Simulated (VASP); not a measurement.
# BN (F-43m) in VASP: a series of runs, part 3 of 3

VASP 6.6.1. The steps go on from the part before.

### Step 5. G0W0 quasiparticle levels, PBE

POSCAR

```
BN
1.0
    0.0000000000      1.8130010000      1.8130010000
    1.8130010000      0.0000000000      1.8130010000
    1.8130010000      1.8130010000      0.0000000000
N B
1 1
Direct
    0.2500000000      0.2500000000      0.2500000000
    0.0000000000      0.0000000000      0.0000000000
```

INCAR.step1

```
  PREC = Accurate
  ENCUT = 450
  EDIFF = 1E-8
  ISMEAR = 0
  SIGMA = 0.01
  LREAL = False
  LASPH = True
  NELM = 100
  ALGO = Normal
  LWAVE = True
  LCHARG = False
  GGA = PE
```

INCAR.step2

```
  PREC = Accurate
  ENCUT = 450
  EDIFF = 1E-8
  ISMEAR = 0
  SIGMA = 0.01
  LREAL = False
  LASPH = True
  NELM = 1
  ALGO = Exact
  LWAVE = True
  LCHARG = False
  GGA = PE
  NBANDS = 32
  LOPTICS = True
  ISTART = 1
```

INCAR.step3

```
  PREC = Accurate
  ENCUT = 450
  EDIFF = 1E-8
  ISMEAR = 0
  SIGMA = 0.01
  LREAL = False
  LASPH = True
  ALGO = EVGW0
  LWAVE = False
  LCHARG = False
  GGA = PE
  NELMGW = 1
  NBANDS = 32
  ENCUTGW = 150
  NOMEGA = 48
  PRECFOCK = Fast
  ISTART = 1
  NBANDSGW = 12
```

KPOINTS

```
Automatic mesh
0
Gamma
  2 2 2
```

Potentials or basis: VASP PAW PBE potentials, release 64 (N_GW, B_GW).

Launch:

```console
$ cat potpaw_PBE.64/N_GW/POTCAR potpaw_PBE.64/B_GW/POTCAR > POTCAR
$ cp INCAR.step1 INCAR
$ mpirun -np 1 vasp_std > vasp.out
$ cp INCAR.step2 INCAR
$ mpirun -np 1 vasp_std > vasp.out
$ cp INCAR.step3 INCAR
$ mpirun -np 1 vasp_std > vasp.out
```

OUTCAR:

```text
PREC = Accurate
   ENCUT = 450
   EDIFF = 1E-8
   ISMEAR = 0
   LREAL = False
   LASPH = True
   GGA = PE
   NELMGW = 1
   ENCUTGW = 150
   PRECFOCK = Fast
   ISTART = 1

 Found      3 irreducible k-points:

 Following reciprocal coordinates:
            Coordinates               Weight
  0.000000  0.000000  0.000000      1.000000
  0.500000  0.000000  0.000000      4.000000
  0.500000  0.500000  0.000000      3.000000
   k-points           NKPTS =      3   k-points in BZ     NKDIM =      8   number of bands    NBANDS=     32
   number of dos      NEDOS =    301   number of ions     NIONS =      2
   total plane-waves  NPLWV =   5832
   dimension x,y,z NGX =    18 NGY =   18 NGZ =   18
   dimension x,y,z NGXF=    36 NGYF=   36 NGZF=   36
   ions per type =               1   1
   NGX,Y,Z   is equivalent  to a cutoff of  11.67, 11.67, 11.67 a.u.
   NGXF,Y,Z  is equivalent  to a cutoff of  23.34, 23.34, 23.34 a.u.
[... 54 lines left out ...]
   NELMHF              =     1    number of iterations in the inner HF iteration
   NKREDLFX            =     1    NKREDLFY  =   1   NKREDLFZ  =   1
 non-spin polarized calculation
 Gauss-broadening in eV      SIGMA  =   0.01
  energy-cutoff  :      450.00
  volume of cell :       11.92
 maximum number of plane-waves:       266
 NGX is ok and might be reduce to    18
  NGX = 10; NGY = 10; NGZ = 10
   NGX =  9   NGY =  9   NGZ =  9
 maximum number of plane-waves:        59

 QP shifts <psi_nk| G(iteration)W_0 |psi_nk>: iteration 1
 for sc-GW calculations column KS-energies equals QP-energies in previous step
 and V_xc(KS)=  KS-energies - (<T + V_ion + V_H > + <T+V_H+V_ion>^1  + <V_x>^1)

 k-point   1 :       0.0000    0.0000    0.0000
  band No.  KS-energies  QP-energies   sigma(KS)   V_xc(KS)     V^pw_x(r,r')   Z            occupation Imag(sigma)

      1     -12.4589     -14.5828     -17.9907     -15.3576     -26.1534       0.8066       2.0000       1.5796
      2       7.8956       7.3798     -18.9014     -18.2634     -23.3689       0.8083       2.0000       0.1613
      3       7.8956       7.3798     -18.9014     -18.2634     -23.3689       0.8083       2.0000       0.1613
      4       7.8956       7.3798     -18.9014     -18.2634     -23.3689       0.8083       2.0000       0.1613
      5      16.2472      17.4495     -12.2442     -13.7020      -6.1764       0.8247       0.0000      -0.1996
      6      16.2472      17.4495     -12.2442     -13.7020      -6.1764       0.8247       0.0000      -0.1996
      7      16.2472      17.4495     -12.2442     -13.7020      -6.1764       0.8247       0.0000      -0.1996
      8      17.9790      18.9465     -14.0976     -15.3124      -7.5706       0.7964       0.0000      -0.2382
      9      32.0237      32.3893     -10.7314     -11.1911      -3.0626       0.7955       0.0000      -0.8430
     10      35.1235      36.3400     -11.7216     -13.1929      -5.1942       0.8268       0.0000      -0.4306
     11      35.1235      36.3400     -11.7216     -13.1929      -5.1942       0.8268       0.0000      -0.4306
     12      35.7059      36.2682     -10.1244     -10.7768      -2.8013       0.8619       0.0000      -1.0406
[... 20 lines left out ...]
      1      -6.8023      -8.3032     -19.0861     -17.2068     -26.4988       0.7987       2.0000       1.1760
      2      -1.2179      -2.5282     -16.7845     -15.1394     -22.0740       0.7965       2.0000       0.3005
      3       2.8598       1.9656     -17.3254     -16.2145     -22.0850       0.8049       2.0000       0.2122
      4       2.8598       1.9656     -17.3254     -16.2145     -22.0850       0.8049       2.0000       0.2122
      5      11.9770      12.4311     -11.7464     -12.2996      -6.1273       0.8207       0.0000      -0.1529
      6      16.6513      17.2864     -11.7460     -12.5137      -5.8750       0.8273       0.0000      -0.1766
      7      25.5296      27.3471     -14.1498     -16.4078      -6.6722       0.8049       0.0000      -0.5618
      8      25.5296      27.3471     -14.1498     -16.4078      -6.6722       0.8049       0.0000      -0.5618
      9      28.5324      30.1038     -14.4007     -16.3612      -7.0331       0.8015       0.0000      -0.5768
     10      34.5699      35.9097     -11.7158     -13.4178      -3.6464       0.7872       0.0000      -0.8828
     11      40.9905      42.2168     -11.1397     -12.6194      -4.1357       0.8288       0.0000      -0.7077
     12      40.9905      42.2168     -11.1397     -12.6194      -4.1357       0.8288       0.0000      -0.7077
```

OUTCAR.step1:

```text
PREC = Accurate
   ENCUT = 450
   EDIFF = 1E-8
   ISMEAR = 0
   LREAL = False
[... 140 lines left out ...]
      0.90650      0.90650      0.90650         0.000000      0.000000      0.000000
      0.00000      0.00000      0.00000        -0.000000     -0.000000     -0.000000
 -----------------------------------------------------------------------------------
    total drift:                                0.000001      0.000001      0.000001

  FREE ENERGIE OF THE ION-ELECTRON SYSTEM (eV)
  ---------------------------------------------------
  free  energy   TOTEN  =       -15.0683369721 eV

  energy  without entropy=      -15.0683369721  energy(sigma->0) =      -15.06833697
```

OUTCAR.step2:

```text
PREC = Accurate
   ENCUT = 450
   EDIFF = 1E-8
   ISMEAR = 0
   LREAL = False
[... 498 lines left out ...]
     0.00000     9.62546     9.62546     9.62546    -0.00000    -0.00000    -0.00000
     1.42026     9.79794     9.79794     9.79794    -0.00000    -0.00000    -0.00000
     2.84052    10.37265    10.37265    10.37265    -0.00000    -0.00000    -0.00000
     4.26077    11.55419    11.55419    11.55419    -0.00000    -0.00000    -0.00000
     5.68103    13.97956    13.97956    13.97956    -0.00000    -0.00000    -0.00000
     7.10129    20.58333    20.58333    20.58333    -0.00000    -0.00000    -0.00000
[... 92 lines left out ...]
   139.18526     0.93325     0.93325     0.93325     0.00000     0.00000     0.00000
   140.60551     0.93466     0.93466     0.93466     0.00000     0.00000     0.00000
```

It took 4.4 s on 1 thread of Intel Xeon Platinum 8488C (Sapphire Rapids), shared host; peak memory 0.11 GiB.

These settings aren't checked as converged: the numbers below hold their error.

What came out:

```yaml
Band_gap_on_the_k_mesh_mean-field_level: 4.08 eV, indirect (least direct gap 8.35 eV)
Quasiparticle_gap: 5.05 eV
Least_direct_quasiparticle_gap: 10.07 eV
```

Caveat: the k mesh is coarse (spacing up to 1.50 Å⁻¹), so the values aren't converged; the cutoff is under 1.25 times the usual one of these potentials, so pressure, stress and relaxed cells hold a basis-set (Pulay) error; bands, screening cutoff and mesh are small and nothing is extrapolated, so the quasiparticle values aren't converged.

### Step 6. The reference run

An earlier run on the cell as given: functional PBEsol; potentials or basis VASP PAW PBE potentials, release 64 (N, B); cutoff 520 eV; k mesh 13 × 13 × 13; occupations fermi-dirac, width 0.05 eV; no spin polarisation.

* Pressure: -5.7 GPa
* Band gap on the k mesh: 4.34 eV, indirect (least direct gap 8.72 eV)
